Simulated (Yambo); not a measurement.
## InP: energy-loss spectrum with PBE

**What was measured.**

From a printed reference work, data compilation, for a bulk crystal of InP at 1.6 K: band gap 1.4236 eV (direct).

Crystal: InP.

```xyz
2
Lattice="0.0000 2.9305 2.9305 2.9305 0.0000 2.9305 2.9305 2.9305 0.0000" Properties=species:S:1:pos:R:3 pbc="T T T"
In    0.0000    0.0000    0.0000
P     4.3957    4.3957    4.3957
```

```yaml
Program: Yambo 5.3.0
Task: energy-loss spectrum
Functional: PBE
Potentials_or_basis: PseudoDojo 0.4.1 SR PBE standard
Cutoff: 952 eV
Density_cutoff: 3810 eV
k_mesh: 12 × 12 × 12
Occupations: fixed
Spin: no spin polarisation
k_mesh_of_the_self-consistent_run: 12 × 12 × 12
Broadening: 0.3 eV
Kernel: Hartree (RPA with local fields)
Top_of_the_energy_range: 50 eV
Energy_points: 250
Correction_of_the_levels: none
Bands_in_the_response: 39
Cutoff_of_the_response_matrix: 3 Ry
```

```
Band gap on the k mesh, mean-field level : 0.71 eV, direct
```

Energy-loss function at q = [0.0, 0.0, 0.33333] (reciprocal lattice):
```
energy (eV)   loss
        0.0  0.007
        2.2  0.011
        4.4  0.052
        6.4  0.120
        8.6  0.226
       10.8  0.448
       13.1  0.909
       15.3  1.505
       17.5  1.383
       19.5  0.978
       21.7  0.707
       23.9  0.466
       26.1  0.383
       28.3  0.333
       30.5  0.283
       32.5  0.240
       34.7  0.246
       36.9  0.175
       39.2  0.178
       41.4  0.213
       43.6  0.239
       45.6  0.245
       47.8  0.302
       50.0  0.695
```

Run time: 5.3 min on 1 thread of Arm Neoverse V2 (shared host).

Measured gap of InP: 1.4236 eV (direct; 1.6 K; a printed reference work, data compilation). This calculation gives 0.71 eV (-0.71 eV). Spin-orbit coupling on In is left out. The value is that of PBE on a finite k mesh, which can miss the band edges, without temperature or zero-point motion. Semilocal functionals fall short of measured gaps as a rule.

Caveat: spin-orbit coupling is left out, which moves the levels of the heavy elements.
